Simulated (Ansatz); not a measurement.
## C: relaxed-ion elastic tensor

Level of theory: DFT PBE, scalar-relativistic, plane waves, PAW in Ansatz 0.2.0. Cutoff 420 eV, 24×24×12 k-points (Γ-centred), Fermi-Dirac smearing of 0.15 eV. No spin polarisation.

The cell, relaxed at this level:
```yaml
crystal:
  lattice:
    - [2.46651, 0.00000, 0.00000]
    - [-1.23325, 2.13606, 0.00000]
    - [0.00000, 0.00000, 4.52210]
  atoms:
    - { symbol: C, position: [0.66667, 0.33333, 0.50000] }
    - { symbol: C, position: [0.33333, 0.66667, 0.50000] }
```

It was reached by relaxing an invented guess, and it needn't be the stable form of this composition. In a metal, frequencies and elastic constants depend on the k mesh and the smearing, soft modes and shear constants most. No dispersion correction is applied, so modes and constants that involve weak contacts between layers, chains or molecules come out too soft.

**Question.** Give the relaxed-ion elastic constants (GPa, Voigt order xx yy zz yz xz xy, on the Cartesian axes of the cell above).

**Answer.**
```
777.9 140.1  -0.3   0.0   0.0   0.0
140.1 777.9  -0.3   0.0   0.0   0.0
 -0.2  -0.2   1.5   0.0   0.0   0.0
  0.0   0.0   0.0  -0.2   0.0   0.0
  0.0   0.0   0.0   0.0  -0.2   0.0
  0.0   0.0   0.0   0.0   0.0 318.9
```

**Question.** Is the crystal stable against homogeneous strain?

**Answer.** Too close to call: the least eigenvalue is -0.2 GPa, within what the k mesh leaves open in a metal.
